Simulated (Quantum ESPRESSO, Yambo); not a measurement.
# SiC (P6_3mc): changed settings of a GW run in Yambo

Aim: change inputs of a GW run on SiC (P6_3mc) and see what moves.

Calculated with Yambo 5.3.0; PBE and many-body steps on it, plane waves.

Report form: the programs' logs are mostly left out.

### Step 1. Starting point

It takes space group P6_3mc (No. 186, hexagonal). The conventional cell has a = 3.074 Å, b = 3.074 Å, c = 5.045 Å, α = 90.00°, β = 90.00°, γ = 120.00°. Si has 4 C at 1.88 to 1.90 Å nearest. Nearest to C lie 4 Si at 1.88 to 1.90 Å. Farther neighbours are not listed.

Structure file:

```xyz
4
Lattice="3.0735 0.0000 0.0000 -1.5368 2.6617 0.0000 0.0000 0.0000 5.0452" Properties=species:S:1:pos:R:3 pbc="T T T"
Si    0.0000    1.7745    2.5206
Si    1.5368    0.8872    5.0432
C     0.0000    1.7745    4.4166
C     1.5368    0.8872    1.8940
```

The cell and positions are those that the Materials Project relaxed with its own functionals (PBE, PBE+U or r2SCAN), kept fixed.

### Step 2. Base

This step: Yambo 5.3.0; G0W0 on PBE, plane waves, norm-conserving pseudopotentials.

Now the one-shot GW correction: screening in the RPA, then the self-energy of the levels asked for.

The input, gw2.in:

```
HF_and_locXC
gw0
dyson
ppa
em1d
rim_cut
RandQpts= 1000000
RandGvec= 1 RL
EXXRLvcs= 74 Ry
VXCRLvcs= 296 Ry
Chimod= "HARTREE"
% BndsRnXp
 1 | 206 |
%
NGsBlkXp= 17 Ry
% LongDrXp
 1 | 1 | 1 |
%
% GbndRnge
 1 | 206 |
%
DysSolver= "n"
ExtendOut
PPAPntXp= 27.21138 eV
% QPkrange
 1 | 1 | 7 | 10 |
 7 | 7 | 7 | 10 |
 4 | 4 | 7 | 10 |
%
```

Started as:

```bash
$ OMP_NUM_THREADS=1 mpirun -n 4 yambo -F gw2.in -J gw2 -C gw2 > gw2.log
```

Wall time 2.5 min (4 MPI ranks of Arm Neoverse V1, shared host); peak memory 1.7 GiB.

Numbers from this step:

```yaml
g0w0_gap_on_the_points_computed: 3.007 eV
starting_gap_on_the_mesh: 2.275 eV
k_of_the_valence_top: 0, 0, 0
k_of_the_conduction_bottom: 0.3333, 0.3333, 0
least_direct_g0w0_gap_on_the_computed_points: 5.244 eV
z_at_the_valence_top: 0.7952
z_at_the_conduction_bottom: 0.8275
```

The gap on the mesh goes from 2.28 eV to 3.01 eV, a correction of +0.73 eV.

### Step 3. Exchange cutoff

gw6.in, as its differences from gw2.in of step 2:

```diff
@@ -8,3 +8,3 @@
 RandGvec= 1 RL
-EXXRLvcs= 74 Ry
+EXXRLvcs= 7.5 Ry
 VXCRLvcs= 296 Ry
```

Started as:

```bash
$ OMP_NUM_THREADS=1 mpirun -n 4 yambo -F gw6.in -J gw6,gw2_W -C gw6 > gw6.log
```

The job ended after 83 s (4 MPI ranks; peak memory 1.6 GiB; 5.5 min of CPU time).

This step gave:

| Property | Result |
| --- | --- |
| G0W0 gap on the points computed | 2.772 eV |
| starting gap on the mesh | 2.275 eV |
| k of the valence top | 0, 0, 0 |
| k of the conduction bottom | 0.3333, 0.3333, 0 |
| least direct G0W0 gap on the computed points | 5.054 eV |
| Z at the valence top | 0.7952 |
| Z at the conduction bottom | 0.8275 |

### Step 4. Field direction

gw7.in, as its differences from gw6.in of step 3:

```diff
@@ -8,3 +8,3 @@
 RandGvec= 1 RL
-EXXRLvcs= 7.5 Ry
+EXXRLvcs= 74 Ry
 VXCRLvcs= 296 Ry
@@ -16,3 +16,3 @@
 % LongDrXp
- 1 | 1 | 1 |
+ 0 | 0 | 1 |
 %
```

Started as:

```bash
$ OMP_NUM_THREADS=1 mpirun -n 4 yambo -F gw7.in -J gw7 -C gw7 > gw7.log
```

The job ended after 2.5 min (4 MPI ranks; peak memory 1.7 GiB; 9.8 min of CPU time).

Numbers from this step:

```
G0W0 gap on the points computed              : 3.080 eV
starting gap on the mesh                     : 2.275 eV
k of the valence top                         : 0, 0, 0
k of the conduction bottom                   : 0.3333, 0.3333, 0
least direct G0W0 gap on the computed points : 5.316 eV
```

Against G0W0 in Yambo (3×3×4 mesh, 206 bands, screening to 231.3 eV, Godby-Needs plasmon pole), the gap moves by +0.072 eV.

### Step 5. More bands than the database holds

gw8.in, as its differences from gw7.in of step 4:

```diff
@@ -12,3 +12,3 @@
 % BndsRnXp
- 1 | 206 |
+ 1 | 1485 |
 %
@@ -16,6 +16,6 @@
 % LongDrXp
- 0 | 0 | 1 |
+ 1 | 1 | 1 |
 %
 % GbndRnge
- 1 | 206 |
+ 1 | 1485 |
 %
```

Started as:

```bash
$ OMP_NUM_THREADS=1 mpirun -n 4 yambo -F gw8.in -J gw8 -C gw8 > gw8.log
```

It took 3.2 s on 4 MPI ranks; peak memory 0.96 GiB.

The run stopped with an error after 3.2 s.

The fault put into this input: more bands than the database holds.

### Step 6. The runs together

Times are wall times on 4 MPI ranks of Arm Neoverse V1, shared host, good to a factor of about two.

```tsv
run	mesh	bands	screening cutoff (eV)	DFT gap (eV)	gap on the mesh (eV)	direct (eV)	time
base	3×3×4	206	231.3	2.275	3.007	5.244	2.5 min
exchange cutoff	3×3×4	206	231.3	2.275	2.772	5.054	83 s
field direction	3×3×4	206	231.3	2.275	3.080	5.316	2.5 min
```

### Step 7. What came out

```
base            : 3.007 eV
exchange cutoff : 2.772 eV
field direction : 3.080 eV
known limits    : not at the basis limit; coarse k mesh
```

What this shows: Exchange cutoff: −0.236 eV against base (keys changed: EXXRLvcs). Field direction: +0.072 eV against base (keys changed: LongDrXp). Bands and cutoff are finite, so the gap is not at the basis limit. The miss can reach some tenths of an eV and take either sign; the mesh is an error of its own. In the G0W0 runs levels were corrected at 3 k points alone, so a gap called «on the mesh» is the least over those, and an edge elsewhere would be missed. The 3×3×4 mesh is coarse for this cell, which bears on the long-range parts of exchange and screening.

[Paths, hosts, dates, memory and timing lines, banners, echoed tables and standing remarks are left out of the program output.]

[Logs are printed without paths, hosts, clocks, repeated set-up lines and the standing remarks that a program may print on its own settings, such as how far it seeks lower states.]

[Runs of the session that timed out or met a known fault of the program may be left out.]

[Hosts, paths, dates, database ids (printed as entryN), source tags and the programs' standing remarks are cut or masked in the printed files.]
